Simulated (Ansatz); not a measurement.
## O vacancy in Al2O3

Computed with DFT PBEsol, scalar-relativistic, plane waves, PAW (Ansatz). (420 eV cutoff, 2×2×2 k-mesh, shifted by half a step, Gaussian smearing of 0.01 eV, collinear spin in charge +1 alone)

Host crystal, relaxed:

```
Al O
1.0
     2.38693    1.37810    4.33829
    -2.38693    1.37810    4.33829
     0.00000   -2.75619    4.33829
Al O
4 6
Direct
  0.14792 0.14792 0.14792
  0.35208 0.35208 0.35208
  0.64792 0.64792 0.64792
  0.85208 0.85208 0.85208
  0.94414 0.55586 0.25000
  0.44414 0.75000 0.05586
  0.55586 0.25000 0.94414
  0.25000 0.94414 0.55586
  0.75000 0.05586 0.44414
  0.05586 0.44414 0.75000
```

Supercell of 40 atoms, rows in host cell vectors: -1 1 1; 1 -1 1; 1 1 -1. Atoms relax at the host's cell, keeping the symmetry that the supercell leaves at the site. The cell is small, so energies carry finite-size errors of tenths of an eV. The host's Kohn–Sham gap is 6.03 eV. Atoms are taken from and returned to the elements' standard states. Charged cells are corrected for image charges with the computed static dielectric tensor (mean 10.4) and aligned with the host's potential at far atoms (alignment terms reach 0.68 eV; the program doubts the alignment in some charges, where it is up to 0.68 eV). No band-filling term is added, and the Fermi level counts from the host's valence band top.

Defect: O vacancy set at (0.944, 0.556, 0.250) of the host cell. Before relaxation its nearest neighbours are 2 Al at 1.86 Å, 2 Al at 1.97 Å.

```json
{"charge": "+2", "E_f at the valence band top (eV)": "1.97", "over the neutral state (eV)": "-4.96", "moment (μB)": "0.00", "largest move (Å)": "0.24", "atoms near the site": "2 Al at 2.10 Å, 2 Al at 2.13 Å, 2 O at 2.42 Å, 2 O at 2.56 Å"}
{"charge": "+1", "E_f at the valence band top (eV)": "4.15", "over the neutral state (eV)": "-2.77", "moment (μB)": "1.00", "largest move (Å)": "0.10", "atoms near the site": "2 Al at 1.95 Å, 2 Al at 2.07 Å, 2 O at 2.47 Å, 2 O at 2.60 Å"}
{"charge": "0", "E_f at the valence band top (eV)": "6.92", "over the neutral state (eV)": "0.00", "moment (μB)": "0.00", "largest move (Å)": "0.11", "atoms near the site": "2 Al at 1.75 Å, 2 Al at 2.00 Å, 2 O at 2.51 Å, 2 O at 2.62 Å"}
```

Among the charges computed the stable one is +2 at the valence band top, changing to +1 at 2.19 eV, changing to 0 at 2.77 eV.